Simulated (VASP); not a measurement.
# MoS2 (P-3m1) in VASP: further runs

The runs below take MoS2 through equation of state, with LDA.

All numbers are computed with VASP 6.6.1; they aren't measurements. Logs are shortened: lines on timing, memory, paths and dates and some standing lists are left out, and cuts for length are marked.

## 1. The structure

Symmetry: P-3m1, No. 164, trigonal system. Conventional cell: a = 3.151 Å, b = 3.151 Å, c = 5.706 Å, α = 90.00°, β = 90.00°, γ = 120.00°. Mo (site symmetry -3m) has 6 S at 2.40 Å as nearest neighbours. S (site symmetry 3m) has 3 Mo at 2.40 Å as nearest neighbours.

Measurements of this composition are mostly on another form, of space group No. 194.

## 2. Equation of state, LDA, 15.70 Å³/atom (a relaxed cell with its volume scaled by 0.96)

Input file INCAR:

```
SYSTEM = MoS2
PREC     = Accurate       ! precision mode
ENCUT    = 520            ! plane-wave cutoff, eV
EDIFF    = 1E-6           ! SCF threshold, eV
ISMEAR   = -1             ! smearing method
SIGMA    = 0.05           ! smearing width, eV
LREAL    = .FALSE.        ! projectors in reciprocal space
LASPH    = .TRUE.         ! aspherical terms in the spheres
NELM     = 80             ! most SCF steps
ALGO     = Normal         ! electronic algorithm
ISIF     = 2              ! what is computed and relaxed
LWAVE    = .FALSE.        ! write WAVECAR
LCHARG   = .FALSE.        ! write CHGCAR
```

Input file KPOINTS:

```
Automatic mesh
0
G
  8 8 4
  0 0 0
```

Input file POSCAR:

```
MoS2                                    
1.0
    3.1085425087     -0.0000000000      0.0000000000
   -1.5542712543      2.6920767812     -0.0000000000
   -0.0000000000      0.0000000000      5.6289766222
  Mo              S             
     1     2
Direct
     0.0000000000000000    0.0000000000000000    0.5000000000000000
     0.6666666667000030    0.3333333332999970    0.7735535970300899
     0.3333333332999970    0.6666666667000030    0.2264464029699101
```

Potentials or basis: VASP PAW LDA potentials, release 64 (Mo_sv, S).

Run with:

```
> cat potpaw_LDA.64/Mo_sv/POTCAR potpaw_LDA.64/S/POTCAR > POTCAR
> mpirun -np 1 vasp_std > vasp.out
```

OUTCAR:

```text
SYSTEM = MoS2
   PREC = Accurate
   ENCUT = 520
   EDIFF = 1E-6
   ISMEAR = -1
   LREAL = .FALSE.
   LASPH = .TRUE.
   NELM = 80
   ISIF = 2

 ion  position               nearest neighbor table
   1  0.000  0.000  0.500-   2 2.36   3 2.36   3 2.36   2 2.36   2 2.36   3 2.36
   2  0.667  0.333  0.774-   1 2.36   1 2.36   1 2.36
   3  0.333  0.667  0.226-   1 2.36   1 2.36   1 2.36

  LATTYP: Found a hexagonal cell.
 ALAT       =     3.1085425087
 C/A-ratio  =     1.8108089584

  Lattice vectors:

 A1 = (   3.1085425087,   0.0000000000,   0.0000000000)
 A2 = (  -1.5542712543,   2.6920767812,   0.0000000000)
 A3 = (   0.0000000000,   0.0000000000,   5.6289766222)

Analysis of symmetry for initial positions (statically):
=====================================================================
 Subroutine PRICEL returns:
 Original cell was already a primitive cell.

 Routine SETGRP: Setting up the symmetry group for a
 hexagonal supercell.

 Subroutine GETGRP returns: Found 12 space group operations
 (whereof 12 operations were pure point group operations)
 out of a pool of 24 trial point group operations.

The static configuration has the point symmetry D_3d.

Analysis of symmetry for dynamics (positions and initial velocities):
=====================================================================
 Subroutine PRICEL returns:
 Original cell was already a primitive cell.

 Routine SETGRP: Setting up the symmetry group for a
 hexagonal supercell.

 Subroutine GETGRP returns: Found 12 space group operations
 (whereof 12 operations were pure point group operations)
 out of a pool of 24 trial point group operations.

The dynamic configuration has the point symmetry D_3d.

 Subroutine INISYM returns: Found 12 space group operations
 (whereof 12 operations are pure point group operations),
 and found     1 'primitive' translations

----------------------------------------------------------------------------------------

                                     Primitive cell

  volume of cell :      47.1057

  direct lattice vectors                    reciprocal lattice vectors
     3.108542509  0.000000000  0.000000000     0.321694169  0.185730215  0.000000000
    -1.554271254  2.692076781  0.000000000     0.000000000  0.371460430  0.000000000
     0.000000000  0.000000000  5.628976622     0.000000000  0.000000000  0.177652186

  length of vectors
     3.108542509  3.108542509  5.628976622     0.371460430  0.371460430  0.177652186

  position of ions in fractional coordinates (direct lattice)
     0.000000000  0.000000000  0.500000000
     0.666666667  0.333333333  0.773553597
     0.333333333  0.666666667  0.226446403

  ion indices of the primitive-cell ions
   primitive index   ion index
                 1           1
                 2           2
                 3           3

----------------------------------------------------------------------------------------

 KPOINTS: Automatic mesh

Automatic generation of k-mesh.
 Grid dimensions read from file:
 generate k-points for:    8    8    4

 Generating k-lattice:

  Cartesian coordinates                     Fractional coordinates (reciprocal lattice)
     0.040211771  0.023216277  0.000000000     0.125000000  0.000000000  0.000000000
     0.000000000  0.046432554  0.000000000     0.000000000  0.125000000  0.000000000
     0.000000000  0.000000000  0.044413046     0.000000000  0.000000000  0.250000000

  Length of vectors
     0.046432554  0.046432554  0.044413046

  Shift w.r.t. Gamma in fractional coordinates (k-lattice)
     0.000000000  0.000000000  0.000000000

 Subroutine IBZKPT returns following result:
 ===========================================

 Found     35 irreducible k-points:

 Following reciprocal coordinates:
            Coordinates               Weight
  0.000000  0.000000  0.000000      1.000000
  0.125000  0.000000  0.000000      6.000000
  0.250000  0.000000  0.000000      6.000000
  0.375000  0.000000  0.000000      6.000000
  0.500000  0.000000  0.000000      3.000000
  0.125000  0.125000  0.000000      6.000000
[... 16 lines left out ...]
 -0.125000  0.500000  0.250000     12.000000
  0.250000  0.250000  0.250000     12.000000
 [... further k-points ...]
   k-points           NKPTS =     35   k-points in BZ     NKDIM =     35   number of bands    NBANDS=     17
   number of dos      NEDOS =    301   number of ions     NIONS =      3
   total plane-waves  NPLWV =  24192
   dimension x,y,z NGX =    24 NGY =   24 NGZ =   42
   dimension x,y,z NGXF=    48 NGYF=   48 NGZF=   84
   ions per type =               1   2
   NGX,Y,Z   is equivalent  to a cutoff of  12.84, 12.84, 12.40 a.u.
   NGXF,Y,Z  is equivalent  to a cutoff of  25.67, 25.67, 24.81 a.u.
 SYSTEM =  MoS2
   PREC   = accura    normal or accurate (medium, high low for compatibility)
   ISTART =      0    job   : 0-new  1-cont  2-samecut
   ICHARG =      2    charge: 1-file 2-atom 10-const
   ISPIN  =      1    spin polarized calculation?
   LNONCOLLINEAR =      F non collinear calculations
   LSORBIT =      F    spin-orbit coupling
   LASPH  =      T    aspherical Exc in radial PAW
   ENCUT  =  520.0 eV  38.22 Ry    6.18 a.u.   5.78  5.78 10.47*2*pi/ulx,y,z
   NELM   =     80;   NELMIN=  2; NELMDL= -5     # of ELM steps
   EDIFF  = 0.1E-05   stopping-criterion for ELM
   LREAL  =      F    real-space projection
   EDIFFG = 0.1E-04   stopping-criterion for IOM
   NSW    =      0    number of steps for IOM
   IBRION =     -1    ionic relax: 0-MD 1-quasi-New 2-CG
   NFREE  =      0    steps in history (QN), initial steepest desc. (CG)
   ISIF   =      2    stress and relaxation
   ISYM   =      2    0-nonsym 1-usesym 2-fastsym
   POTIM  = 0.5000    time-step for ionic-motion
   TEBEG  =    0.0;   TEEND  =   0.0 temperature during run
   PSTRESS=    0.0 pullay stress
   NELECT =      26.0000    total number of electrons
   NUPDOWN=      -1.0000    fix difference up-down
   EMIN   =  10.00;   EMAX   =-10.00  energy-range for DOS
   EFERMI =   0.00;   METHOD = LEGACY
   ISMEAR =    -1;   SIGMA  =   0.05  broadening in eV -4-tet -1-fermi 0-gaus
   EFERMI_NEDOS =   21; number of points for ismear=-14 and -15
   IALGO  =     38    algorithm
   IMIX   =      4    mixing-type and parameters
     AMIX     =   0.40;   BMIX     =  1.00
     AMIX_MAG =   1.60;   BMIX_MAG =  1.00
  volume/ion in A,a.u.               =      15.70       105.96
  Fermi-wavevector in a.u.,A,eV,Ry     =   1.342893  2.537700 24.536221  1.803361
  Thomas-Fermi vector in A             =   2.471010
   LORBIT       =      0    0 simple, 1 ext, 2 COOP (PROOUT), +10 PAW based schemes
   GGA     = CA    functional components
   LHFCALC =     F    Hartree Fock is set to
   AEXX    =    0.0000 exact exchange contribution
   IVDW    =     0    specifies the selected vdW correction
   LEPSILON=     F    determine dielectric tensor
   LRPA    =     F    only Hartree local field effects (RPA)
 non-spin polarized calculation
  energy-cutoff  :      520.00
  volume of cell :       47.11
 maximum number of plane-waves:      1282
 NGX is ok and might be reduce to    24
   NGX = 11   NGY = 11   NGZ = 21

 number of electron      26.0000003 magnetization

 Free energy of the ion-electron system (eV)
  ---------------------------------------------------
  ext. energy  EPLUGINS =         0.00000000
  ---------------------------------------------------
  free energy    TOTEN  =       -23.61914208 eV

  energy without entropy =      -23.61012752  energy(sigma->0) =      -23.61463480

 E-fermi :   9.3157     XC(G=0): -11.8642

 val. band max:        9.3134944769   @ k =   0.0000   0.0000   0.0000
 cond. band min:       9.3892132606   @ k =   0.1250   0.0000   0.0000
 fundamental gap:      0.0757187837
 Fermi energy:         9.3156773691

 k-point     1 :       0.0000    0.0000    0.0000
  band No.  band energies     occupation
      1     -51.9819      2.00000
      2     -26.3274      2.00000
      3     -26.1282      2.00000
      4     -26.1282      2.00000
      5      -6.3327      2.00000
      6      -4.0838      2.00000
[... 9 lines left out ...]
     16      12.5277      0.00000
     17      12.5277      0.00000

 k-point     2 :       0.1250    0.0000    0.0000
  band No.  band energies     occupation
      1     -51.9739      2.00000
      2     -26.3124      2.00000
      3     -26.2028      2.00000
      4     -26.1450      2.00000
      5      -6.0595      2.00000
      6      -4.0470      2.00000
[... 9 lines left out ...]
     16      12.2613      0.00000
     17      12.5662      0.00000

 k-point     3 :       0.2500    0.0000    0.0000
  band No.  band energies     occupation
      1     -51.9548      2.00000
      2     -26.3797      2.00000
      3     -26.2755      2.00000
      4     -26.1853      2.00000
      5      -5.3198      2.00000
      6      -3.9521      2.00000
[... 9 lines left out ...]
     16      12.9762      0.00000
     17      13.1139      0.00000

 k-point     4 :       0.3750    0.0000    0.0000
  band No.  band energies     occupation
      1     -51.9356      2.00000
      2     -26.5518      2.00000
      3     -26.2387      2.00000
      4     -26.2253      2.00000
      5      -4.4423      2.00000
      6      -3.7738      2.00000
[... 9 lines left out ...]
     16      13.4362      0.00000
     17      13.6678      0.00000

 k-point     5 :       0.5000    0.0000    0.0000
  band No.  band energies     occupation
      1     -51.9276      2.00000
      2     -26.6218      2.00000
      3     -26.2417      2.00000
      4     -26.2234      2.00000
      5      -4.1438      2.00000
      6      -3.4933      2.00000
[... 9 lines left out ...]
     16      13.1958      0.00000
     17      13.5985      0.00000

 k-point     6 :       0.1250    0.1250    0.0000
  band No.  band energies     occupation
      1     -51.9604      2.00000
      2     -26.3199      2.00000
      3     -26.2867      2.00000
      4     -26.1819      2.00000
      5      -5.5499      2.00000
      6      -3.9814      2.00000
[... 9 lines left out ...]
     16      12.1705      0.00000
     17      13.1844      0.00000

 k-point     7 :       0.2500    0.1250    0.0000
  band No.  band energies     occupation
      1     -51.9412      2.00000
      2     -26.4757      2.00000
      3     -26.2519      2.00000
      4     -26.2385      2.00000
      5      -4.6963      2.00000
      6      -3.8652      2.00000
[... 9 lines left out ...]
     16      12.2158      0.00000
     17      14.1070      0.00000

 k-point     8 :       0.3750    0.1250    0.0000
  band No.  band energies     occupation
      1     -51.9276      2.00000
      2     -26.5830      2.00000
      3     -26.2828      2.00000
      4     -26.2234      2.00000
      5      -4.0653      2.00000
      6      -3.5930      2.00000
[... 9 lines left out ...]
     16      12.6018      0.00000
     17      13.3614      0.00000
[... 203 lines left out ...]
      1     -51.9604      2.00000
      2     -26.3198      2.00000
      3     -26.2869      2.00000
      4     -26.1819      2.00000
      5      -5.3604      2.00000
      6      -4.2657      2.00000
[... 9 lines left out ...]
     16      12.1701      0.00000
     17      12.7781      0.00000

 k-point    20 :       0.2500    0.1250    0.2500
  band No.  band energies     occupation
      1     -51.9412      2.00000
      2     -26.4757      2.00000
      3     -26.2520      2.00000
      4     -26.2385      2.00000
      5      -4.7052      2.00000
      6      -3.8230      2.00000
[... 9 lines left out ...]
     16      11.6857      0.00000
     17      13.1959      0.00000

 k-point    21 :      -0.1250    0.3750    0.2500
  band No.  band energies     occupation
      1     -51.9412      2.00000
      2     -26.4757      2.00000
      3     -26.2520      2.00000
      4     -26.2385      2.00000
      5      -4.5092      2.00000
      6      -4.0917      2.00000
[... 9 lines left out ...]
     16      12.3010      0.00000
     17      13.9238      0.00000

 k-point    22 :       0.3750    0.1250    0.2500
  band No.  band energies     occupation
      1     -51.9276      2.00000
      2     -26.5829      2.00000
      3     -26.2827      2.00000
      4     -26.2235      2.00000
      5      -4.2631      2.00000
      6      -3.3196      2.00000
[... 9 lines left out ...]
     16      12.0855      0.00000
     17      13.1985      0.00000

 k-point    23 :      -0.1250    0.5000    0.2500
  band No.  band energies     occupation
      1     -51.9276      2.00000
      2     -26.5829      2.00000
      3     -26.2827      2.00000
      4     -26.2235      2.00000
      5      -4.0894      2.00000
      6      -3.5735      2.00000
[... 9 lines left out ...]
     16      12.3782      0.00000
     17      14.3405      0.00000

 k-point    24 :       0.2500    0.2500    0.2500
  band No.  band energies     occupation
      1     -51.9276      2.00000
      2     -26.5286      2.00000
      3     -26.3393      2.00000
      4     -26.2236      2.00000
      5      -4.0448      2.00000
      6      -3.6192      2.00000
[... 9 lines left out ...]
     16      11.8727      0.00000
     17      13.8207      0.00000

 [... further k-points ...]

------------------------ aborting loop because EDIFF is reached ----------------------------------------

  FORCE on cell =-STRESS in cart. coord.  units (eV):
  Direction    XX          YY          ZZ          XY          YZ          ZX
  --------------------------------------------------------------------------------------
  -------------------------------------------------------------------------------------
  Total        2.1365845      2.1365845      2.3739368      0.0000000      0.0000000      0.0000000
  in kB       72.6702998     72.6702998     80.7432163      0.0000000      0.0000000      0.0000000
  external PRESSURE =      75.3612720 kB  Pullay stress =       0.0000000 kB

 VOLUME and BASIS-vectors are now :
 -----------------------------------------------------------------------------
  energy-cutoff  :      520.00
  volume of cell :       47.11
      direct lattice vectors                 reciprocal lattice vectors
     3.108542509  0.000000000  0.000000000     0.321694169  0.185730215  0.000000000
    -1.554271254  2.692076781  0.000000000     0.000000000  0.371460430  0.000000000
     0.000000000  0.000000000  5.628976622     0.000000000  0.000000000  0.177652186

 POSITION                                       TOTAL-FORCE (eV/Angst)
 -----------------------------------------------------------------------------------
      0.00000      0.00000      2.81449         0.000000      0.000000      0.000000
      1.55427      0.89736      4.35432         0.000000     -0.000000      0.667127
     -0.00000      1.79472      1.27466        -0.000000      0.000000     -0.667127
 -----------------------------------------------------------------------------------
    total drift:                                0.000000     -0.000000      0.000000

  FREE ENERGIE OF THE ION-ELECTRON SYSTEM (eV)
  ---------------------------------------------------
  free  energy   TOTEN  =       -23.6191420815 eV

  energy  without entropy=      -23.6101275203  energy(sigma->0) =      -23.61463480
```

Wall time 16 s (1 thread of Intel Xeon Platinum 8488C (Sapphire Rapids), shared host); peak memory 0.15 GiB.

What came out:

```
Free energy            : -23.6191 eV
Pressure               : 7.5 GPa
Largest force          : 0.667 eV/Å
Band gap on the k mesh : none (metal or under the smearing width)
```

## 3. Equation of state, LDA, 16.03 Å³/atom (a relaxed cell with its volume scaled by 0.98)

INCAR is that of step 2.

KPOINTS is that of step 2.

Input file POSCAR:

```
MoS2                                    
1.0
    3.1299814104     -0.0000000000      0.0000000000
   -1.5649907052      2.7106434147     -0.0000000000
   -0.0000000000      0.0000000000      5.6677983774
  Mo              S             
     1     2
Direct
     0.0000000000000000    0.0000000000000000    0.5000000000000000
     0.6666666667000030    0.3333333332999970    0.7735535970300899
     0.3333333332999970    0.6666666667000030    0.2264464029699101
```

Potentials or basis: VASP PAW LDA potentials, release 64 (Mo_sv, S).

Run with:

```
> cat potpaw_LDA.64/Mo_sv/POTCAR potpaw_LDA.64/S/POTCAR > POTCAR
> mpirun -np 1 vasp_std > vasp.out
```

Wall time 17 s (1 thread of Intel Xeon Platinum 8488C (Sapphire Rapids), shared host); peak memory 0.15 GiB.

Results (log left out):

```
Free energy            : -23.6534 eV
Pressure               : 3.6 GPa
Largest force          : 0.318 eV/Å
Band gap on the k mesh : none (metal or under the smearing width)
```

## 4. Equation of state, LDA, 16.36 Å³/atom

INCAR is that of step 3.

KPOINTS is that of step 3.

Input file POSCAR:

```
MoS2                                    
1.0
    3.1511305749     -0.0000000000      0.0000000000
   -1.5755652875      2.7289591285     -0.0000000000
   -0.0000000000      0.0000000000      5.7060954741
  Mo              S             
     1     2
Direct
     0.0000000000000000    0.0000000000000000    0.5000000000000000
     0.6666666667000030    0.3333333332999970    0.7735535970300899
     0.3333333332999970    0.6666666667000030    0.2264464029699101
```

Run with:

```
> cat potpaw_LDA.64/Mo_sv/POTCAR potpaw_LDA.64/S/POTCAR > POTCAR
> mpirun -np 1 vasp_std > vasp.out
```

Wall time 17 s (1 thread of Intel Xeon Platinum 8488C (Sapphire Rapids), shared host); peak memory 0.15 GiB.

It converged, with:

* Free energy: -23.6647 eV
* Pressure: 0.0 GPa
* Largest force: 0.005 eV/Å
* Band gap on the k mesh: none (metal or under the smearing width)

## 5. Equation of state, LDA, 16.68 Å³/atom (a relaxed cell with its volume scaled by 1.02)

INCAR is that of step 4.

KPOINTS is that of step 4.

Input file POSCAR:

```
MoS2                                    
1.0
    3.1719995975     -0.0000000000      0.0000000000
   -1.5859997988      2.7470322322     -0.0000000000
   -0.0000000000      0.0000000000      5.7438852871
  Mo              S             
     1     2
Direct
     0.0000000000000000    0.0000000000000000    0.5000000000000000
     0.6666666667000030    0.3333333332999970    0.7735535970300899
     0.3333333332999970    0.6666666667000030    0.2264464029699101
```

Run with:

```
> cat potpaw_LDA.64/Mo_sv/POTCAR potpaw_LDA.64/S/POTCAR > POTCAR
> mpirun -np 1 vasp_std > vasp.out
```

Wall time 20 s (1 thread of Intel Xeon Platinum 8488C (Sapphire Rapids), shared host); peak memory 0.16 GiB.

It converged, with:

* Free energy: -23.6554 eV
* Pressure: -3.2 GPa
* Largest force: 0.304 eV/Å
* Band gap on the k mesh: none (metal or under the smearing width)

## 6. Equation of state, LDA, 17.01 Å³/atom (a relaxed cell with its volume scaled by 1.04)

INCAR is that of step 5.

KPOINTS is that of step 5.

Input file POSCAR:

```
MoS2                                    
1.0
    3.1925975747     -0.0000000000      0.0000000000
   -1.5962987873      2.7648706037     -0.0000000000
   -0.0000000000      0.0000000000      5.7811842886
  Mo              S             
     1     2
Direct
     0.0000000000000000    0.0000000000000000    0.5000000000000000
     0.6666666667000030    0.3333333332999970    0.7735535970300899
     0.3333333332999970    0.6666666667000030    0.2264464029699101
```

Potentials or basis: VASP PAW LDA potentials, release 64 (Mo_sv, S).

Run with:

```
> cat potpaw_LDA.64/Mo_sv/POTCAR potpaw_LDA.64/S/POTCAR > POTCAR
> mpirun -np 1 vasp_std > vasp.out
```

It took 23 s on 1 thread of Intel Xeon Platinum 8488C (Sapphire Rapids), shared host; peak memory 0.16 GiB.

It converged, with:

- Free energy: -23.6276 eV
- Pressure: -6.0 GPa
- Largest force: 0.581 eV/Å
- Band gap on the k mesh: none (metal or under the smearing width)

(Part 1 of 2 ends here.)
